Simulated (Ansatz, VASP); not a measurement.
Fe: VASP beside Ansatz

```xyz
1
Lattice="-1.4315 1.4315 1.4315 1.4315 -1.4315 1.4315 1.4315 1.4315 -1.4315" Properties=species:S:1:pos:R:3 pbc="T T T"
Fe    0.0000    0.0000    0.0000
```

Alike in both runs: task single point; functional r2SCAN; k mesh 8 × 8 × 8; occupations gaussian, width 0.1 eV; collinear spin.

|  | VASP | Ansatz |
| --- | --- | --- |
| version | VASP 6.6.1 | Ansatz 0.2.0 |
| potentials or method | VASP PAW PBE potentials, release 64 (Fe) | scalar-relativistic, plane waves, PAW |
| plane-wave cutoff (eV) | 520 | 500 |
| valence electrons in the cell | 8 | 16 |

|  | VASP | Ansatz | Ansatz less VASP |
| --- | --- | --- | --- |
| gap on the k mesh at the Fermi level (eV) | none | none | - |
| pressure (GPa) | -0.8 | 0.2 | +0.96 |
| net moment per atom (μB) | 2.62 | 2.63 | +0.011 |
| size of the moment on the site where the two differ most (μB) | 2.69 | 2.79 | +0.100 |

Site moments also hang on the region over which each program counts them. A gap of «none» marks a metal or a gap that the smearing closes. The functional is the same, so the differences come from potentials, cutoffs and numerics. The two sets of potentials don't hold the same shells in valence. Ansatz warned: «stability_check_not_made».

Caveats: the k mesh is coarse (spacing up to 0.39 Å⁻¹), so the values aren't converged; the PAW data sets were made with another functional, which shifts forces and pressure a little (VASP).
